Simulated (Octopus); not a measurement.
# GaP (F-43m) in Octopus: convergence with k mesh

Aim: find how far k mesh must go before the results for GaP settle, at MS2. This setting moves, with any that are tied to it; all else stays.

All numbers are computed with Octopus 16.4; they aren't measurements. Logs are shortened: lines on timing, memory, paths and dates and some standing lists are left out, and cuts for length are marked.

## 1. The crystal as given

Symmetry: F-43m, No. 216, cubic system. The conventional cell has a = 5.451 Å, b = 5.451 Å, c = 5.451 Å, α = 90.00°, β = 90.00°, γ = 90.00°. Ga (site symmetry -43m) has 4 P at 2.36 Å as nearest neighbours. P (site symmetry -43m) is surrounded by 4 Ga at 2.36 Å.

## 2. With k mesh 1 × 1 × 1

File inp:

```
CalculationMode = gs
UnitsOutput = eV_Angstrom
PeriodicDimensions = 3
ExperimentalFeatures = yes
PseudopotentialSet = hgh_lda
%LatticeParameters
 1*angstrom | 1*angstrom | 1*angstrom
%
%LatticeVectors
 0 | 2.72525 | 2.72525
 2.72525 | 0 | 2.72525
 2.72525 | 2.72525 | 0
%
%ReducedCoordinates
 "Ga" | 0 | 0 | 0
 "P" | 0.75 | 0.75 | 0.75
%
%Spacing
 0.18352788*angstrom | 0.18352788*angstrom | 0.18352788*angstrom
%
DerivativesOrder = 8
%KPointsGrid
 1 | 1 | 1
%
KPointsUseSymmetries = yes
XCFunctional = mgga_x_ms2 + gga_c_regtpss
FilterPotentials = filter_none
SmearingFunction = semiconducting
ExtraStates = 5
Eigensolver = chebyshev_filter
ConvRelDens = 1e-6
MaximumIter = 120
%Output
 density | cube
 elf | cube
 potential | cube
%
```

Potentials or basis: hgh_lda (LDA).

Command:

```
OMP_NUM_THREADS=1 octopus > out.log
```

Wall time 6.1 s (1 thread of Intel Xeon 6975P-C (Granite Rapids), shared host); peak memory 0.07 GiB.

Results:

| Property | Result |
| --- | --- |
| Free energy | -227.5105 eV |
| Band gap on the k mesh | 2.52 eV, direct |

## 3. With k mesh 2 × 2 × 2

inp, as its differences from that of step 2:

```diff
@@ -22,3 +22,3 @@
 %KPointsGrid
- 1 | 1 | 1
+ 2 | 2 | 2
 %
@@ -32,6 +32 @@
 MaximumIter = 120
-%Output
- density | cube
- elf | cube
- potential | cube
-%
```

Potentials or basis: hgh_lda (LDA).

Command:

```
OMP_NUM_THREADS=1 octopus > out.log
```

Wall time 30 s (1 thread of Intel Xeon 6975P-C (Granite Rapids), shared host); peak memory 0.09 GiB.

What came out:

```yaml
Free_energy: -241.7741 eV
Band_gap_on_the_k_mesh: 2.17 eV, indirect (least direct gap 2.76 eV)
```

## 4. With k mesh 4 × 4 × 4

inp, as its differences from that of step 3:

```diff
@@ -22,3 +22,3 @@
 %KPointsGrid
- 2 | 2 | 2
+ 4 | 4 | 4
 %
```

Command:

```
OMP_NUM_THREADS=1 octopus > out.log
```

Wall time 70 s (1 thread of Intel Xeon 6975P-C (Granite Rapids), shared host); peak memory 0.12 GiB.

Results:

* Free energy: -243.6897 eV
* Band gap on the k mesh: 2.32 eV, indirect (least direct gap 2.77 eV)

## 5. With k mesh 5 × 5 × 5

inp, as its differences from that of step 4:

```diff
@@ -22,3 +22,3 @@
 %KPointsGrid
- 4 | 4 | 4
+ 5 | 5 | 5
 %
@@ -32 +32,6 @@
 MaximumIter = 120
+%Output
+ density | cube
+ elf | cube
+ potential | cube
+%
```

Command:

```
OMP_NUM_THREADS=1 octopus > out.log
```

Wall time 89 s (1 thread of Intel Xeon 6975P-C (Granite Rapids), shared host); peak memory 0.14 GiB.

It converged, with:

| Property | Result |
| --- | --- |
| Free energy | -243.7670 eV |
| Band gap on the k mesh | 2.32 eV, indirect (least direct gap 2.77 eV) |

## 6. With k mesh 6 × 6 × 6

inp, as its differences from that of step 5:

```diff
@@ -22,3 +22,3 @@
 %KPointsGrid
- 5 | 5 | 5
+ 6 | 6 | 6
 %
```

Potentials or basis: hgh_lda (LDA).

Command:

```
OMP_NUM_THREADS=1 octopus > out.log
```

Wall time 2.1 min (1 thread of Intel Xeon 6975P-C (Granite Rapids), shared host); peak memory 0.18 GiB.

Results (log left out):

```yaml
Free_energy: -243.7888 eV
Band_gap_on_the_k_mesh: 2.33 eV, indirect (least direct gap 2.77 eV)
```

## 7. With k mesh 7 × 7 × 7

inp, as its differences from that of step 6:

```diff
@@ -22,3 +22,3 @@
 %KPointsGrid
- 6 | 6 | 6
+ 7 | 7 | 7
 %
```

Command:

```
OMP_NUM_THREADS=1 octopus > out.log
```

Wall time 2.9 min (1 thread of Intel Xeon 6975P-C (Granite Rapids), shared host); peak memory 0.2 GiB.

The run converged. Its results:

* Free energy: -243.7956 eV
* Band gap on the k mesh: 2.30 eV, indirect (least direct gap 2.77 eV)

## 8. With k mesh 8 × 8 × 8

inp, as its differences from that of step 7:

```diff
@@ -22,3 +22,3 @@
 %KPointsGrid
- 7 | 7 | 7
+ 8 | 8 | 8
 %
```

Potentials or basis: hgh_lda (LDA).

Command:

```
OMP_NUM_THREADS=1 octopus > out.log
```

out.log:

```text
Running octopus

Version                : 16.4
Optional libraries     :

************************** Calculation Mode **************************
Input: [CalculationMode = gs]
**********************************************************************

Input: [SpinComponents = unpolarized]

******************************* Space ********************************
Octopus will run in 3 dimension(s).
Octopus will treat the system as periodic in 3 dimension(s).
**********************************************************************

Input: [AllElectronType = no]
Input: [PseudopotentialSet = hgh_lda]
Reading Coordinates from ReducedCoordinates block

****************************** Species *******************************
  Species 'Ga'
    type             : pseudopotential
    file             : 'Ga.hgh'
    file format      : HGH
    valence charge   : 3.0
    atomic number    :  31
    form on file     : kleinman-bylander
    lmax             : 2
    llocal           : -1
    projectors per l : 3
    total projectors : 9
    application form : kleinman-bylander
    orbitals         :  4
    bound orbitals   :  4

  Species 'P'
    type             : pseudopotential
    file             : 'P.hgh'
    file format      : HGH
    valence charge   : 5.0
    atomic number    :  15
    form on file     : kleinman-bylander
    lmax             : 1
    llocal           : -1
    projectors per l : 3
    total projectors : 6
    application form : kleinman-bylander
    orbitals         :  4
    bound orbitals   :  4

**********************************************************************

***************************** Symmetries *****************************
[... 237 lines left out ...]
 etot  = -2.47799489E+02 abs_ev   =  1.87E+01 rel_ev   =  9.14E-01
 ediff =        9.11E+00 abs_dens =  1.19E+00 rel_dens =  1.49E-01
Matrix vector products: 725
Converged eigenvectors: 0

#  State  KPoint  Eigenvalue [eV]  Occupation    Error
      1       1      -10.445062    2.000000   ( 5.9E-04)
      1       2      -10.253774    2.000000   ( 1.2E-03)
      1       3      -10.189317    2.000000   ( 1.7E-03)
      1       4       -9.943375    2.000000   ( 1.4E-03)
      1       5       -9.760025    2.000000   ( 2.1E-04)
      1       6       -9.711082    2.000000   ( 1.2E-03)
      1      10       -9.452855    2.000000   ( 3.8E-04)
      1       7       -9.316633    2.000000   ( 4.3E-04)
[... 23 lines left out ...]
      9       2       23.204772    0.000000   ( 5.0E+00)
      9      15       23.844154    0.000000   ( 4.8E+00)
      9      13       24.023918    0.000000   ( 4.9E+00)
      9      21       24.600325    0.000000   ( 5.0E+00)
      9      23       26.450071    0.000000   ( 5.9E+00)
      9      11       26.654925    0.000000   ( 5.3E+00)
      9      14       28.449272    0.000000   ( 5.9E+00)
      9      28       47.298011    0.000000   ( 9.1E+00)

Density of states:

-----------------------%----------------------------------------------
-------------%%-----%--%----------------------------------------------
--------%----%%-----%--%%---------------------------------------------
---%----%---%%%-----%-%%%---------------------------------------------
---%----%---%%%-----%%%%%%%-------------------------------------------
--%%----%---%%%-----%%%%%%%-------------------------------------------
--%%----%%-%%%%%---%%%%%%%%-%-----------------------------------------
-%%%----%%-%%%%%---%%%%%%%%-%---%%------------------------------------
-%%%----%%%%%%%%---%%%%%%%%%%--%%%-------%--%-------------------------
-%%%----%%%%%%%%%-%%%%%%%%%%%--%%%%------%%-%-%-----------------------
                ^

**********************************************************************

*********************** SCF CYCLE ITER #    2 ************************
 etot  = -2.46075289E+02 abs_ev   =  2.52E+00 rel_ev   =  1.41E-01
 ediff =        6.34E-02 abs_dens =  1.64E-01 rel_dens =  2.05E-02
Matrix vector products: 725
Converged eigenvectors: 0
[... 125 lines left out ...]
*********************** SCF CYCLE ITER #   15 ************************
 etot  = -2.43797809E+02 abs_ev   =  3.42E-05 rel_ev   =  2.48E-06
 ediff =        7.56E-07 abs_dens =  1.54E-06 rel_dens =  1.93E-07
Matrix vector products: 725
Converged eigenvectors: 20

#  State  KPoint  Eigenvalue [eV]  Occupation    Error
      1       1       -9.400917    2.000000   ( 1.1E-07)
      1       2       -9.210693    2.000000   ( 2.8E-08)
      1       3       -9.146533    2.000000   ( 3.2E-08)
      1       4       -8.901436    2.000000   ( 3.4E-08)
      1       5       -8.718364    2.000000   ( 2.9E-08)
      1       6       -8.669421    2.000000   ( 4.2E-08)
      1      10       -8.410916    2.000000   ( 3.9E-08)
      1       7       -8.274067    2.000000   ( 3.2E-08)
[... 23 lines left out ...]
      9      22       15.201437    0.000000   ( 1.4E-01)
      9      17       15.232256    0.000000   ( 1.3E-01)
      7      29       15.329998    0.000000   ( 1.1E-02)
      8      29       15.330064    0.000000   ( 1.0E-02)
      9      26       15.636610    0.000000   ( 1.3E-01)
      9      29       15.658539    0.000000   ( 1.9E-01)
      9      28       15.984836    0.000000   ( 3.0E-02)
      9      27       16.090756    0.000000   ( 8.6E-02)

Density of states:

-----------------------------------------------------------%----------
------------------------------%---------------%-----%------%---%------
------------------------------%---------------%---%-%------%---%------
-----------------%---------%-%%-------------%-%--%%-%--%---%---%------
-----------------%---------%-%%-%-----------%-%--%%-%-%%---%---%------
-----%%%---------%%------%-%%%%%%-----------%-%--%%-%-%%---%--%%------
-----%%%---------%%%-----%-%%%%%%----------%%%%-%%%%%%%%---%--%%------
---%%%%%---------%%%-----%%%%%%%%----------%%%%%%%%%%%%%-%-%%-%%-%----
--%%%%%%---------%%%-%---%%%%%%%%%--------%%%%%%%%%%%%%%%%-%%%%%%%-%--
-%%%%%%%%--------%%%%%%%-%%%%%%%%%%------%%%%%%%%%%%%%%%%%%%%%%%%%-%%%
                                   ^

**********************************************************************

Info: SCF converged in   15 iterations

** Warning:
**   Some of the states are not fully converged!

Info: Number of matrix-vector products:      10875
Info: Writing output to static/

Info: Finished writing information to 'restart/gs'.

Octopus emitted 21 warnings.

Octopus used 1 experimental feature:

  Since you used one or more experimental features, results are likely
  wrong and should not  be considered as valid scientific data.  Check

  or contact the octopus developers for details.
```

It took 3.9 min on 1 thread of Intel Xeon 6975P-C (Granite Rapids), shared host; peak memory 0.27 GiB.

Results:

| Quantity | Value |
| --- | --- |
| Free energy | -243.7978 eV |
| Band gap on the k mesh | 2.33 eV, indirect (least direct gap 2.77 eV) |

## 9. The series at a glance

| k mesh | energy less the tightest run, at zero smearing (meV/atom) | gap on the mesh (eV) | SCF cycles | CPU time (s) | peak memory (GiB) |
| --- | --- | --- | --- | --- | --- |
| 1 × 1 × 1 | 8143.66 | 2.515 | 18 | 6.1 | 0.07 |
| 2 × 2 × 2 | 1011.87 | 2.166 | 15 | 30 | 0.09 |
| 4 × 4 × 4 | 54.06 | 2.315 | 15 | 68 | 0.12 |
| 5 × 5 × 5 | 15.40 | 2.319 | 14 | 88 | 0.14 |
| 6 × 6 × 6 | 4.50 | 2.332 | 14 | 130 | 0.18 |
| 7 × 7 × 7 | 1.12 | 2.303 | 14 | 170 | 0.2 |
| 8 × 8 × 8 | 0.00 | 2.335 | 15 | 230 | 0.27 |

Not settled before the last step: the energy (to 1 meV/atom), the gap on the mesh (to 0.01 eV). Meshes of other sizes hit other points, so gaps and Fermi surfaces needn't settle smoothly. The tightest run that finished is the yardstick and may itself not be fully converged.

Caveats: this is an older set of potentials, less accurate than current ones.
